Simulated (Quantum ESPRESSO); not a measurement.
Runs of Quantum ESPRESSO 7.5 on In. The structure is hexagonal, space group P6_3/mmc (No. 194). Conventional cell: a = 3.335 Å, b = 3.335 Å, c = 5.509 Å, α = 90.00°, β = 90.00°, γ = 120.00°. In (site symmetry -6m2) has 12 In at 3.34 to 3.36 Å as nearest neighbours. This isn't the form of In at room conditions, which is tetragonal.

| level | ASE optimiser | dispersion computed by | rVV10 parameter b | gap on the mesh (eV) | pressure (GPa) | relaxed volume (Å³/atom) |
| --- | --- | --- | --- | --- | --- | --- |
| PBEsol+D3 | LBFGS | - | - | none | -0.1 | (b) |
| PBEsol | FIRE | - | - | none | -0.1 | 25.55 |
| PBEsol+D4 | LBFGS | dftd4 4.3.1 through ASE | - | none | 0.0 | (a) |
| PBEsol+D3(BJ) | FIRE | - | - | none | 0.0 | 24.31 |
| PBEsol+rVV10 | LBFGS | - | 6.3 | none | 0.0 | 24.28 |

Alike in all rows: task relaxation of cell and atoms; potentials or basis GBRV 1.5 PBEsol; no spin polarisation; cell relaxed; k mesh 9 × 9 × 5; cutoff (eV) 762; smearing fermi-dirac 0.05 eV.

Problem. Fill in the values left out.

Solution. (a) 24.79; (b) 24.96.

Caveats: pairwise dispersion overbinds metals, which lowers pressure and volume (some runs); rVV10's parameter b was fitted to another functional (some runs).

A k mesh can miss the band edges, and the runs leave out spin-orbit coupling on In.

A gap of «none» marks a metal or a gap under the smearing width.
